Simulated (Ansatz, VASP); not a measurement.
ZnS: VASP beside Ansatz

Contents of INCAR:

```
PREC = Accurate
ENCUT = 520
EDIFF = 1E-6
ISMEAR = 0
SIGMA = 0.01
LREAL = False
LASPH = True
NELM = 100
ALGO = Normal
ISIF = 2
LWAVE = False
LCHARG = True
GGA = PS
LELF = True
LVHAR = True
NBANDS = 26
```

The input KPOINTS:

```
Automatic mesh
0
Gamma
  9 9 6
```

The input POSCAR:

```
ZnS
1.0
    3.7822376623      0.0000000000      0.0000000000
   -1.8911188312      3.2755138987      0.0000000000
    0.0000000000      0.0000000000      6.2081819577
Zn S
2 2
Direct
    0.3333333333      0.6666666667     -0.0562062351
    0.6666666667      0.3333333333      0.4437937649
    0.3333333333      0.6666666667      0.4312062351
    0.6666666667      0.3333333333      0.9312062351
```

Input for Ansatz:

```yaml
crystal:
  lattice:
    - [3.7822376623, 0.0, 0.0]
    - [-1.8911188312, 3.2755138987, 0.0]
    - [0.0, 0.0, 6.2081819577]
  atoms:
    - { symbol: Zn, position: [0.3333333333, 0.6666666667, -0.0562062351] }
    - { symbol: Zn, position: [0.6666666667, 0.3333333333, 0.4437937649] }
    - { symbol: S, position: [0.3333333333, 0.6666666667, 0.4312062351] }
    - { symbol: S, position: [0.6666666667, 0.3333333333, 0.9312062351] }
basis:
  ecutwfc: 420
  xc_grid: 2
kpoints:
  mp_grid: { grid: [9, 9, 6] }
hamiltonian:
  xc: pbesol
  pseudopotentials: { kind: paw, azcp: { folder: soft_1 } }
scf:
  occupations: { method: fixed }
output:
  forces: true
  stress: true
  eigenvalues: true
  polarization: {}
```

Change from the starting cell: polar distortion scaled by 0.10.

Alike in both runs: task single point; functional PBEsol; k mesh 9 × 9 × 6; no spin polarisation.

|  | VASP | Ansatz |
| --- | --- | --- |
| version | VASP 6.6.1 | Ansatz 0.2.0 |
| potentials or method | VASP PAW PBE potentials, release 64 (Zn, S) | scalar-relativistic, plane waves, PAW |
| plane-wave cutoff (eV) | 520 | 420 |
| occupations | gaussian, width 0.01 eV | fixed |
| valence electrons in the cell | 36 | 36 |

|  | VASP | Ansatz | Ansatz less VASP |
| --- | --- | --- | --- |
| gap on the k mesh at the Fermi level (eV) | 2.55 | 2.54 | -0.013 |
| least direct gap on the mesh (eV) | 2.56 | 2.54 | -0.016 |
| pressure (GPa) | 6.0 | 5.8 | -0.23 |
| largest component of the traceless stress (GPa) | 6.69 | 6.49 | -0.199 |
| rms of the force components (eV/Å) | 0.128 | 0.127 | -0.0014 |

Atom by atom the forces differ by 0.001 eV/Å (rms over components). Ansatz warned: «pseudo_functional_mismatch».

Caveats: the PAW data sets were made with another functional, which shifts forces and pressure a little (VASP); an odd mesh through Γ misses points on the zone boundary, where band edges often lie.
